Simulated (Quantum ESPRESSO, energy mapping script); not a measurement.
## Spin model of MnS (Browneite) from collinear orders

Wanted: the magnetic order of MnS (Browneite), its couplings and an estimate of its ordering temperature, by PBE+U (4 eV), QE, GBRV.

Method: PBE with U = 4 eV on Mn d, ortho-atomic projectors; plane waves, U on orthogonalised atomic orbitals unless named otherwise, collinear spin, no spin–orbit coupling, in Quantum ESPRESSO 7.5.

### 1. The starting structure

Symmetry: F-43m, No. 216, cubic system. The conventional cell has a = 5.600 Å, b = 5.600 Å, c = 5.600 Å, α = 90.00°, β = 90.00°, γ = 90.00°. Nearest to Mn lie 4 S at 2.42 Å. Nearest to S lie 4 Mn at 2.42 Å. Farther neighbours and most contacts between anions are not listed.

Coordinates:

```cif
data_structure
_symmetry_space_group_name_H-M 'F-43m'
_symmetry_Int_Tables_number 216
_cell_length_a 5.6000
_cell_length_b 5.6000
_cell_length_c 5.6000
_cell_angle_alpha 90.000
_cell_angle_beta 90.000
_cell_angle_gamma 90.000
_cell_volume 175.62
loop_
_atom_site_label
_atom_site_type_symbol
_atom_site_symmetry_multiplicity
_atom_site_Wyckoff_symbol
_atom_site_fract_x
_atom_site_fract_y
_atom_site_fract_z
_atom_site_occupancy
Mn1 Mn 4 a 0.00000 0.00000 0.00000 1
S1 S 4 d 0.25000 0.25000 0.75000 1
```

The U corrects the self-interaction that lets semilocal functionals spread d and f electrons too far. Its value here is typed, not computed. These runs use Quantum ESPRESSO.

### 2. Parallel start in cell A (4 atoms)

Each cell gets its own parallel run on the same mesh, so that most of the mesh error cancels in the differences.

The potential files are GBRV's for PBE; pw.x takes the functional from them.

Input file pw.in:

```
&control
  calculation = 'scf'
  prefix = 'pw'
  outdir = './tmp/'
  pseudo_dir = './pseudo/'
  verbosity = 'low'
/
&system
  ibrav = 0
  nat = 4
  ntyp = 2
  ecutwfc = 45
  ecutrho = 360
  nbnd = 38
  occupations = 'smearing'
  smearing = 'fd'
  degauss = 0.00367493
  nspin = 2
  starting_magnetization(1) = 0.3000
/
&electrons
  conv_thr = 1.0e-08
  electron_maxstep = 120
  mixing_beta = 0.3
  mixing_mode = 'plain'
/
ATOMIC_SPECIES
  Mn 54.9380 Mn.upf
  S 32.0600 S.upf
CELL_PARAMETERS angstrom
  0.00000000 -2.80000000 -2.80000000
  0.00000000 2.80000000 -2.80000000
  5.60000000 0.00000000 0.00000000
ATOMIC_POSITIONS crystal
  Mn 0.50000000 0.50000000 0.50000000
  Mn 0.00000000 0.00000000 0.00000000
  S 0.00000000 0.50000000 0.75000000
  S 0.50000000 0.00000000 0.25000000
K_POINTS automatic
  5 5 4 0 0 0
HUBBARD {ortho-atomic}
U Mn-3d 4
```

On the command line:

```bash
OMP_NUM_THREADS=1 mpirun -n 8 pw.x -nk 8 -in pw.in > pw.out
```

Log:

```text
Program PWSCF v.7.5 starts
[...]
unit-cell volume          =     592.5578 (a.u.)^3
     number of atoms/cell      =            4
[...]
number of electrons       =        42.00
     number of Kohn-Sham states=           38
     kinetic-energy cutoff     =      45.0000  Ry
     charge density cutoff     =     360.0000  Ry
     scf convergence threshold =      1.0E-08
[...]
Exchange-correlation=  SLA  PW   PBX  PBC
[...]
Hubbard projectors: ortho-atomic
     Hubbard parameters of DFT+U (Dudarev formulation) in eV:
[...]
atomic species   magnetization
[...]
8 Sym. Ops. (no inversion) found
[...]
number of k points=    18  Fermi-Dirac smearing, width (Ry)=  0.0037
[...]
Number of occupied Hubbard levels =   10.0000
     Atomic wfc used for Hubbard projectors are orthogonalized
[...]
iteration #  1     ecut=    45.00 Ry     beta= 0.30
[...]
Number of occupied Hubbard levels =    9.9450
     total energy              =    -470.45536549 Ry
     estimated scf accuracy    <       1.03672906 Ry
     total magnetization       =    10.00 Bohr mag/cell
     absolute magnetization    =    10.00 Bohr mag/cell
     iteration #  2     ecut=    45.00 Ry     beta= 0.30
[...]
total energy              =    -470.63738598 Ry
     estimated scf accuracy    <       0.04768574 Ry
     total magnetization       =    10.00 Bohr mag/cell
     absolute magnetization    =    10.00 Bohr mag/cell
     iteration #  3     ecut=    45.00 Ry     beta= 0.30
[...]
total energy              =    -470.65335792 Ry
     estimated scf accuracy    <       0.01973277 Ry
     total magnetization       =    10.00 Bohr mag/cell
     absolute magnetization    =    10.00 Bohr mag/cell
     iteration #  4     ecut=    45.00 Ry     beta= 0.30
[...]
total energy              =    -470.65467557 Ry
     estimated scf accuracy    <       0.00254524 Ry
     total magnetization       =    10.00 Bohr mag/cell
     absolute magnetization    =    10.00 Bohr mag/cell
     iteration #  5     ecut=    45.00 Ry     beta= 0.30
[...]
total energy              =    -470.65507102 Ry
     estimated scf accuracy    <       0.00018228 Ry
     total magnetization       =    10.00 Bohr mag/cell
     absolute magnetization    =    10.00 Bohr mag/cell
     iteration #  6     ecut=    45.00 Ry     beta= 0.30
[...]
total energy              =    -470.65512339 Ry
     estimated scf accuracy    <       0.00003709 Ry
     total magnetization       =    10.00 Bohr mag/cell
     absolute magnetization    =    10.00 Bohr mag/cell
     iteration #  7     ecut=    45.00 Ry     beta= 0.30
[...]
total energy              =    -470.65513916 Ry
     estimated scf accuracy    <       0.00004175 Ry
     total magnetization       =    10.00 Bohr mag/cell
     absolute magnetization    =    10.00 Bohr mag/cell
     iteration #  8     ecut=    45.00 Ry     beta= 0.30
[...]
total energy              =    -470.65514820 Ry
     estimated scf accuracy    <       0.00000019 Ry
     total magnetization       =    10.00 Bohr mag/cell
     absolute magnetization    =    10.00 Bohr mag/cell
     iteration #  9     ecut=    45.00 Ry     beta= 0.30
[...]
total energy              =    -470.65514856 Ry
     estimated scf accuracy    <       0.00000004 Ry
     total magnetization       =    10.00 Bohr mag/cell
     absolute magnetization    =    10.00 Bohr mag/cell
     iteration # 10     ecut=    45.00 Ry     beta= 0.30
[...]
Magnetic moment per site  (integrated on atomic sphere of radius R)
     atom   1 (R=0.253)  charge= 12.9050  magn=  4.3634
     atom   2 (R=0.253)  charge= 12.9056  magn=  4.3637
     atom   3 (R=0.253)  charge=  4.2532  magn=  0.0494
     atom   4 (R=0.253)  charge=  4.2532  magn=  0.0494
     End of self-consistent calculation
     =================== HUBBARD OCCUPATIONS ===================
     ------------------------ ATOM    1 ------------------------
     Tr[ns(  1)] (up, down, total) =   4.95761  0.26094  5.21855
     Atomic magnetic moment for atom   1 =   4.69666
     SPIN  1
     eigenvalues:
       0.989  0.989  0.989  0.996  0.996
     eigenvectors (columns):
       0.000 -0.000  0.000  0.500 -0.866
       0.000 -0.256  0.967 -0.000  0.000
       1.000  0.000 -0.000 -0.000 -0.000
      -0.000  0.000 -0.000 -0.866 -0.500
      -0.000  0.967  0.256  0.000  0.000
     occupation matrix ns (before diag.):
       0.996 -0.000  0.000  0.000  0.000
      -0.000  0.989 -0.000  0.000  0.000
       0.000 -0.000  0.989  0.000  0.000
       0.000  0.000  0.000  0.996 -0.000
[...]
SPIN  2
     eigenvalues:
[...]
eigenvectors (columns):
[...]
occupation matrix ns (before diag.):
[...]
------------------------ ATOM    2 ------------------------
     Tr[ns(  2)] (up, down, total) =   4.95761  0.26094  5.21855
     Atomic magnetic moment for atom   2 =   4.69667
     SPIN  1
     eigenvalues:
[...]
eigenvectors (columns):
[...]
occupation matrix ns (before diag.):
[...]
SPIN  2
     eigenvalues:
[...]
eigenvectors (columns):
[...]
occupation matrix ns (before diag.):
       0.022 -0.000 -0.000  0.000  0.000
      -0.000  0.072 -0.000  0.000  0.000
      -0.000 -0.000  0.072  0.000  0.000
       0.000  0.000  0.000  0.022 -0.000
       0.000  0.000  0.000 -0.000  0.072
     Number of occupied Hubbard levels =   10.4371
 ------ SPIN UP ------------
          k = 0.0000 0.0000 0.0000 (  2983 PWs)   bands (ev):
   -74.9948 -74.9946 -43.7250 -43.7230 -43.7230 -43.7217 -43.7216 -43.7216
    -6.2712  -5.4723   0.8031   1.0087   1.0087   1.0091   1.7480   1.7480
     1.9945   1.9947   2.1889   2.2626   3.3568   4.6491   4.6491   7.1681
     7.1681   7.1684   8.4441  10.0542  11.7158  13.2554  13.2554  13.2561
    16.6387  18.0282  18.0286  18.1645  18.1645  18.9170
          k = 0.1768 0.0000 0.0000 (  3015 PWs)   bands (ev):
   -74.9947 -74.9946 -43.7245 -43.7228 -43.7228 -43.7223 -43.7218 -43.7218
    -6.1599  -5.5941   0.8228   0.9559   1.0846   1.0846   1.5904   1.5904
     1.9475   1.9779   2.0225   2.1600   4.0443   5.0128   5.0128   6.3041
     6.7525   6.7525   9.5109  10.2659  11.8445  12.6968  13.7738  13.7738
    15.7406  16.3671  16.7715  16.7715  18.1267  18.7434
          k =-0.3536 0.0000-0.0000 (  2982 PWs)   bands (ev):
   -74.9947 -74.9947 -43.7234 -43.7234 -43.7223 -43.7223 -43.7223 -43.7223
    -5.8826  -5.8826   0.8666   0.8666   1.3010   1.3010   1.3010   1.3010
[...]
15.0596  15.0596  15.0596  15.0596  18.3996  18.3996
          k = 0.0000 0.1414-0.1414 (  2996 PWs)   bands (ev):
[...]
15.7880  16.3497  16.8021  17.1080  17.5142  19.1129
          k = 0.1768 0.1414-0.1414 (  3014 PWs)   bands (ev):
[...]
14.5740  15.5980  16.9434  17.3291  17.5216  18.5372
          k =-0.3536 0.1414-0.1414 (  3008 PWs)   bands (ev):
[...]
14.5248  14.5248  16.6856  16.6856  18.5407  18.5407
          k = 0.0000 0.2828-0.2828 (  3028 PWs)   bands (ev):
[...]
14.4402  14.9071  16.4062  17.5403  17.7644  18.9140
          k = 0.1768 0.2828-0.2828 (  3010 PWs)   bands (ev):
[...]
14.3456  14.8187  17.3957  18.1281  18.3027  18.5599
          k =-0.3536 0.2828-0.2828 (  3004 PWs)   bands (ev):
[...]
14.3694  14.3695  18.1724  18.1726  18.8280  18.8283
          k = 0.0000 0.0000-0.2828 (  3009 PWs)   bands (ev):
[...]
14.5502  14.9687  15.3630  18.2736  18.5499  20.1664
          k = 0.1768 0.0000-0.2828 (  3025 PWs)   bands (ev):
[...]
k =-0.3536 0.0000-0.2828 (  3034 PWs)   bands (ev):
[...]
k = 0.0000 0.1414-0.4243 (  3027 PWs)   bands (ev):
[...]
k = 0.1768 0.1414-0.4243 (  3028 PWs)   bands (ev):
[...]
k =-0.3536 0.1414-0.4243 (  3016 PWs)   bands (ev):
[...]
k = 0.0000 0.0000-0.5657 (  3048 PWs)   bands (ev):
[...]
k = 0.1768 0.0000-0.5657 (  3029 PWs)   bands (ev):
[...]
k =-0.3536 0.0000-0.5657 (  3028 PWs)   bands (ev):
[...]
------ SPIN DOWN ----------
          k = 0.0000 0.0000 0.0000 (  2983 PWs)   bands (ev):
[...]
k = 0.1768 0.0000 0.0000 (  3015 PWs)   bands (ev):
[...]
k =-0.3536 0.0000-0.0000 (  2982 PWs)   bands (ev):
[...]
k =-0.3536 0.1414-0.1414 (  3008 PWs)   bands (ev):
[...]
k =-0.3536 0.2828-0.2828 (  3004 PWs)   bands (ev):
[...]
k = 0.1768 0.0000-0.2828 (  3025 PWs)   bands (ev):
[...]
k =-0.3536 0.0000-0.2828 (  3034 PWs)   bands (ev):
[...]
k = 0.0000 0.1414-0.4243 (  3027 PWs)   bands (ev):
[...]
k = 0.1768 0.1414-0.4243 (  3028 PWs)   bands (ev):
[...]
15.8977  16.3065  18.0554  18.4019  19.6891  19.7124
          k =-0.3536 0.1414-0.4243 (  3016 PWs)   bands (ev):
[...]
15.7850  15.7850  18.6926  18.6926  19.5989  19.5990
          k = 0.0000 0.0000-0.5657 (  3048 PWs)   bands (ev):
[...]
17.3392  18.1201  18.1202  19.0720  19.5118  20.3269
          k = 0.1768 0.0000-0.5657 (  3029 PWs)   bands (ev):
[...]
10.7916  10.8468  12.9015  13.0055  13.9679  14.2065  15.5553  16.4165
    16.8854  17.3455  18.1891  18.3264  19.7322  20.3182
          k =-0.3536 0.0000-0.5657 (  3028 PWs)   bands (ev):
   -69.8687 -69.8687 -38.7113 -38.7113 -38.7103 -38.7103 -38.7091 -38.7091
    -5.1670  -5.1670   3.0798   3.0798   3.4109   3.4110   4.3042   4.3042
     8.8945   8.8945   9.6854   9.6854  10.2608  10.2608  10.6403  10.6403
    11.0307  11.0307  13.7561  13.7561  14.1557  14.1557  14.9333  14.9334
    16.4173  16.4174  18.6286  18.6287  19.6065  19.6066
     the Fermi energy is     7.8108 ev
!    total energy              =    -470.65514872 Ry
     estimated scf accuracy    <          9.2E-09 Ry
     smearing contrib. (-TS)   =      -0.00000001 Ry
     internal energy E=F+TS    =    -470.65514871 Ry
     The total energy is F=E-TS. E is the sum of the following terms:
     one-electron contribution =    -315.49745955 Ry
     hartree contribution      =     168.64762812 Ry
     xc contribution           =     -70.45187894 Ry
     ewald contribution        =    -253.43760863 Ry
     Hubbard energy            =       0.08417028 Ry
     total magnetization       =    10.00 Bohr mag/cell
     absolute magnetization    =    10.00 Bohr mag/cell
     convergence has been achieved in  10 iterations
=------------------------------------------------------------------------------=
   JOB DONE.
=------------------------------------------------------------------------------=
```

The job ended after 10 s (8 MPI ranks of Arm Neoverse V2, shared host; peak memory 0.96 GiB; 83 s of CPU time).

Spin moment in the sphere by atom:

```tsv
atom	spin moment in the sphere (μB)
Mn1	4.36
Mn2	4.36
S3	0.05
S4	0.05
```

The run ends ferromagnetic.

### 3. Order 2: compensated +−, cell A of 4 atoms

This order reverses 8 of the 12 neighbours at 3.96 Å, 0 of the 6 neighbours at 5.60 Å and 16 of the 24 neighbours at 6.86 Å, counted for an average magnetic atom.

Changes to pw.in since step 2:

```diff
@@ -10,6 +10,6 @@
   nat = 4
-  ntyp = 2
+  ntyp = 3
   ecutwfc = 45
   ecutrho = 360
-  nbnd = 38
+  nbnd = 33
   occupations = 'smearing'
@@ -19,2 +19,3 @@
   starting_magnetization(1) = 0.3000
+  starting_magnetization(2) = -0.3000
 /
@@ -27,3 +28,4 @@
 ATOMIC_SPECIES
-  Mn 54.9380 Mn.upf
+  Mn1 54.9380 Mn.upf
+  Mn2 54.9380 Mn.upf
   S 32.0600 S.upf
@@ -34,4 +36,4 @@
 ATOMIC_POSITIONS crystal
-  Mn 0.50000000 0.50000000 0.50000000
-  Mn 0.00000000 0.00000000 0.00000000
+  Mn1 0.50000000 0.50000000 0.50000000
+  Mn2 0.00000000 0.00000000 0.00000000
   S 0.00000000 0.50000000 0.75000000
@@ -41,2 +43,3 @@
 HUBBARD {ortho-atomic}
-U Mn-3d 4
+U Mn1-3d 4
+U Mn2-3d 4
```

Log:

```text
[banner, memory and clock lines left out]
Program PWSCF v.7.5 starts
[...]
unit-cell volume          =     592.5578 (a.u.)^3
     number of atoms/cell      =            4
[...]
number of electrons       =        42.00
     number of Kohn-Sham states=           33
     kinetic-energy cutoff     =      45.0000  Ry
     charge density cutoff     =     360.0000  Ry
     scf convergence threshold =      1.0E-08
[...]
Exchange-correlation=  SLA  PW   PBX  PBC
[...]
Hubbard projectors: ortho-atomic
     Hubbard parameters of DFT+U (Dudarev formulation) in eV:
[...]
atomic species   magnetization
[...]
8 Sym. Ops. (no inversion) found
[...]
number of k points=    18  Fermi-Dirac smearing, width (Ry)=  0.0037
[...]
Number of occupied Hubbard levels =   10.0000
     Atomic wfc used for Hubbard projectors are orthogonalized
[...]
iteration #  1     ecut=    45.00 Ry     beta= 0.30
[...]
Number of occupied Hubbard levels =    9.9502
     total energy              =    -470.45276655 Ry
     estimated scf accuracy    <       1.07967093 Ry
     total magnetization       =     0.00 Bohr mag/cell
     absolute magnetization    =     9.50 Bohr mag/cell
     iteration #  2     ecut=    45.00 Ry     beta= 0.30
[...]
total energy              =    -470.64995546 Ry
     estimated scf accuracy    <       0.04641581 Ry
     total magnetization       =    -0.00 Bohr mag/cell
     absolute magnetization    =     9.61 Bohr mag/cell
     iteration #  3     ecut=    45.00 Ry     beta= 0.30
[...]
total energy              =    -470.66744670 Ry
     estimated scf accuracy    <       0.02176587 Ry
     total magnetization       =     0.00 Bohr mag/cell
     absolute magnetization    =     9.60 Bohr mag/cell
[...]
total energy              =    -470.67044743 Ry
[...]
iteration # 11     ecut=    45.00 Ry     beta= 0.30
[...]
total energy              =    -470.67044738 Ry
     estimated scf accuracy    <       0.00000022 Ry
     total magnetization       =    -0.00 Bohr mag/cell
     absolute magnetization    =     9.66 Bohr mag/cell
     iteration # 12     ecut=    45.00 Ry     beta= 0.30
[...]
Magnetic moment per site  (integrated on atomic sphere of radius R)
     atom   1 (R=0.253)  charge= 12.9106  magn=  4.2924
     atom   2 (R=0.253)  charge= 12.9112  magn= -4.2927
     atom   3 (R=0.253)  charge=  4.2452  magn= -0.0000
[...]
eigenvectors (columns):
[...]
occupation matrix ns (before diag.):
[...]
------------------------ ATOM    2 ------------------------
     Tr[ns(  2)] (up, down, total) =   0.30747  4.94715  5.25462
     Atomic magnetic moment for atom   2 =  -4.63968
     SPIN  1
     eigenvalues:
[...]
eigenvectors (columns):
[...]
occupation matrix ns (before diag.):
[...]
SPIN  2
     eigenvalues:
[...]
eigenvectors (columns):
[...]
occupation matrix ns (before diag.):
[...]
-0.000  0.000  0.000  0.995 -0.000
       0.000  0.000  0.000 -0.000  0.986
     Number of occupied Hubbard levels =   10.5092
 ------ SPIN UP ------------
          k = 0.0000 0.0000 0.0000 (  2983 PWs)   bands (ev):
   -74.9339 -69.8760 -43.6684 -43.6590 -43.6590 -38.7177 -38.7177 -38.7136
    -6.1916  -5.3370   1.2563   1.4009   1.4009   1.6016   2.1520   3.1349
     4.1797   4.1797   5.6864   6.0484   6.0484   8.8362   9.5284   9.7782
[...]
16.9287
          k = 0.1768 0.0000 0.0000 (  3015 PWs)   bands (ev):
[...]
16.1344
          k =-0.3536 0.0000-0.0000 (  2982 PWs)   bands (ev):
[...]
15.8347
          k = 0.0000 0.1414-0.1414 (  2996 PWs)   bands (ev):
[...]
k = 0.1768 0.1414-0.1414 (  3014 PWs)   bands (ev):
[...]
k =-0.3536 0.1414-0.1414 (  3008 PWs)   bands (ev):
[...]
k = 0.0000 0.2828-0.2828 (  3028 PWs)   bands (ev):
[...]
k =-0.3536 0.2828-0.2828 (  3004 PWs)   bands (ev):
[...]
------ SPIN DOWN ----------
          k = 0.0000 0.0000 0.0000 (  2983 PWs)   bands (ev):
[...]
k = 0.1768 0.0000 0.0000 (  3015 PWs)   bands (ev):
[...]
k =-0.3536 0.1414-0.4243 (  3016 PWs)   bands (ev):
[...]
k = 0.0000 0.0000-0.5657 (  3048 PWs)   bands (ev):
[...]
k = 0.1768 0.0000-0.5657 (  3029 PWs)   bands (ev):
[...]
16.4580
          k =-0.3536 0.0000-0.5657 (  3028 PWs)   bands (ev):
[...]
2.9817   3.7176   4.0594   4.6087   4.7781   9.4542   9.5337  10.1326
    10.2726  10.5500  12.8740  12.9585  13.0445  14.0110  14.1558  14.7572
    15.9079
     the Fermi energy is     7.2719 ev
!    total energy              =    -470.67044745 Ry
     estimated scf accuracy    <          3.1E-09 Ry
     smearing contrib. (-TS)   =      -0.00000000 Ry
     internal energy E=F+TS    =    -470.67044745 Ry
     The total energy is F=E-TS. E is the sum of the following terms:
     one-electron contribution =    -315.58991743 Ry
     hartree contribution      =     168.67534336 Ry
     xc contribution           =     -70.41734086 Ry
     ewald contribution        =    -253.43760863 Ry
     Hubbard energy            =       0.09907610 Ry
     total magnetization       =     0.00 Bohr mag/cell
     absolute magnetization    =     9.66 Bohr mag/cell
     convergence has been achieved in  12 iterations
```

It took 12 s on 8 MPI ranks; peak memory 0.98 GiB.

Spin moment in the sphere by atom:

```tsv
atom	spin moment in the sphere (μB)
Mn1	4.29
Mn2	-4.29
S3	0.00
S4	0.00
```

The run ends antiferromagnetic, 104.08 meV a magnetic atom below the parallel order of its cell.

### 4. Run 3 (parallel; cell B, 4 atoms)

A new cell needs its own zero of energy.

This run holds the same structure in another cell (c 5.600 → 6.859 Å, α 90.0 → 73.2°, β 90.0 → 73.2°, γ 90.0 → 60.0°).

Input file pw.in:

```
&control
  calculation = 'scf'
  prefix = 'pw'
  outdir = './tmp/'
  pseudo_dir = './pseudo/'
  verbosity = 'low'
/
&system
  ibrav = 0
  nat = 4
  ntyp = 2
  ecutwfc = 45
  ecutrho = 360
  nbnd = 38
  occupations = 'smearing'
  smearing = 'fd'
  degauss = 0.00367493
  nspin = 2
  starting_magnetization(1) = 0.3000
/
&electrons
  conv_thr = 1.0e-08
  electron_maxstep = 120
  mixing_beta = 0.3
  mixing_mode = 'plain'
/
ATOMIC_SPECIES
  Mn 54.9380 Mn.upf
  S 32.0600 S.upf
CELL_PARAMETERS angstrom
  0.00000000 -2.80000000 -2.80000000
  -2.80000000 0.00000000 -2.80000000
  2.80000000 2.80000000 -5.60000000
ATOMIC_POSITIONS crystal
  Mn 0.50000000 0.50000000 0.50000000
  Mn 0.00000000 0.00000000 0.00000000
  S 0.12500000 0.12500000 0.62500000
  S 0.62500000 0.62500000 0.12500000
K_POINTS automatic
  6 6 6 0 0 0
HUBBARD {ortho-atomic}
U Mn-3d 4
```

Log:

```text
[banner, memory and clock lines left out]
Program PWSCF v.7.5 starts
[...]
unit-cell volume          =     592.5578 (a.u.)^3
     number of atoms/cell      =            4
[...]
number of electrons       =        42.00
     number of Kohn-Sham states=           38
     kinetic-energy cutoff     =      45.0000  Ry
     charge density cutoff     =     360.0000  Ry
[...]
The total energy is F=E-TS. E is the sum of the following terms:
     one-electron contribution =    -315.49657075 Ry
     hartree contribution      =     168.64627868 Ry
     xc contribution           =     -70.45156248 Ry
     ewald contribution        =    -253.43760863 Ry
     Hubbard energy            =       0.08416896 Ry
     total magnetization       =    10.00 Bohr mag/cell
     absolute magnetization    =    10.00 Bohr mag/cell
     convergence has been achieved in  10 iterations
[key lines of the parts left out:]
!    total energy              =    -470.65529422 Ry
the Fermi energy is     7.7984 ev
```

It took 17 s on 8 MPI ranks; peak memory 1.1 GiB.

The run ends ferromagnetic. For each magnetic atom its energy differs from the parallel run of the first cell by -0.99 meV, an error that one common reference would have brought in.

(Part 1 of 2 ends here.)

[Logs and program files are shortened in this print: banners, set-up blocks, solver, clock and traceback lines can be left out without a mark of their own.]

[Logs are printed without paths, hosts, clocks, repeated set-up lines and the standing remarks that a program may print on its own settings, such as how far it seeks lower states.]

[Hosts, paths, dates, database ids (printed as entryN), source tags and the programs' standing remarks are cut or masked in the printed files.]

[Where a cell is said to come from a database of computed structures, the database is the Materials Project.]
